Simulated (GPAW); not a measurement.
Write an ASE script for GPAW 26.7.0 that does the following.

* Task: single point
* Functional: PBE
* Potentials or basis: GPAW PAW data sets (gpaw-data 1.2.1)
* Cutoff: 600 eV
* Basis: pw
* k mesh: 12 × 12 × 7
* Occupations: fermi-dirac, width 0.05 eV
* Spin: collinear spin, ferromagnetic start
* Starting moments: [0.0, 1.0] μB
* Fixed moment: 1 μB
* Maxiter: 150

The structure of Ni lies in POSCAR:

```
Ni
1.0
    2.4480228978      0.0000000000      0.0000000000
   -1.2240114489      2.1200500186      0.0000000000
    0.0000000000      0.0000000000      4.0728075700
Ni
2
Direct
    0.6666666667      0.3333333333      0.7500000000
    0.3333333333      0.6666666667      0.2500000000
```

This isn't the form of Ni at room conditions, which is fcc.

These files were run (other wordings do the same):

run.py

```python
from ase.dft.bandgap import bandgap
from ase.io import read, write
from ase.units import GPa
from gpaw import GPAW, PW

atoms = read('POSCAR')
atoms.set_initial_magnetic_moments([0.0, 1.0])

calc = GPAW(mode=PW(600),
            xc='PBE',
            kpts={'size': (12, 12, 7), 'gamma': True},
            occupations={'name': 'fermi-dirac', 'width': 0.05, 'fixmagmom': True},
            nbands=29,
            convergence={'density': 1e-05, 'energy': 1e-05},
            maxiter=150,
            txt='gpaw.txt')
atoms.calc = calc
energy = atoms.get_potential_energy()
forces = atoms.get_forces()
stress = atoms.get_stress()
calc.write('gs.gpw')
write('result.traj', atoms)
print(f'Energy: {energy:.6f} eV')
print('Forces (eV/A):')
print(forces.round(4))
print('Stress (GPa):', (stress / GPa).round(3))
print('Moments:', calc.get_magnetic_moments().round(3))
print('Fermi levels:', calc.get_fermi_levels().round(4), 'eV')
```

Potentials or basis: GPAW PAW data sets (gpaw-data 1.2.1), pw.

Launch:

```console
$ OMP_NUM_THREADS=1 python run.py
```

Results of the run:

```json
{
  "Pressure": "8.9 GPa",
  "Net moment": "1.00 μB per cell",
  "Site moments": "Ni +0.53 μB"
}
```

Caveat: the gap line of the log is wrong at fixed moment; the stock nickel data set gives pressures a few GPa off other programs; the total moment is fixed, so each spin has its own Fermi level.

Run time: 110 s on 1 thread of Arm Neoverse V2, with other jobs on the host, peak memory 0.22 GiB.
